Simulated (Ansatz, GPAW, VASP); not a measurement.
# CoO: 3 runs at one level of theory

```xyz
2
Lattice="-1.5080 1.5080 2.1072 1.5080 -1.5080 2.1072 1.5080 1.5080 -2.1072" Properties=species:S:1:pos:R:3 pbc="T T T"
Co    0.0000    0.0000    0.0000
O     0.0000    0.0000    2.1072
```

Alike in all runs: task single point; functional PBEsol; k mesh 12 × 12 × 12; occupations gaussian, width 0.1 eV; collinear spin, ferromagnetic start; no spin-orbit coupling. Pressure is positive in compression and, in plane waves, holds the error of the finite cutoff.

```
                           program and potentials  plane-wave cutoff (eV)                    notes  band gap (eV)  pressure (GPa)  net moment per atom (μB)
GPAW, PAW data sets generated for this functional                     800                        -         no gap           -8.22                      1.48
                VASP, PBE PAW files Co, O, 520 eV                     520  potentials made for PBE         no gap           -9.79                      1.47
   Ansatz, all-electron LAPW, scalar-relativistic                       -                        -         no gap           -9.14                      1.48
```

None finds a gap. The pressure spans -9.79 (VASP, PBE PAW files Co, O, 520 eV) to -8.22 GPa (GPAW, PAW data sets generated for this functional), with all-electron results at -9.14. The net moment per atom spans 1.47 (VASP, PBE PAW files Co, O, 520 eV) to 1.48 μB (Ansatz, all-electron LAPW, scalar-relativistic), with all-electron results at 1.48. The state is the one that the start led to, which needn't be the lowest.

The functional is the same throughout but for its coding, so the spread measures potentials, basis and numerics; runs on potential files found faulty are left out.
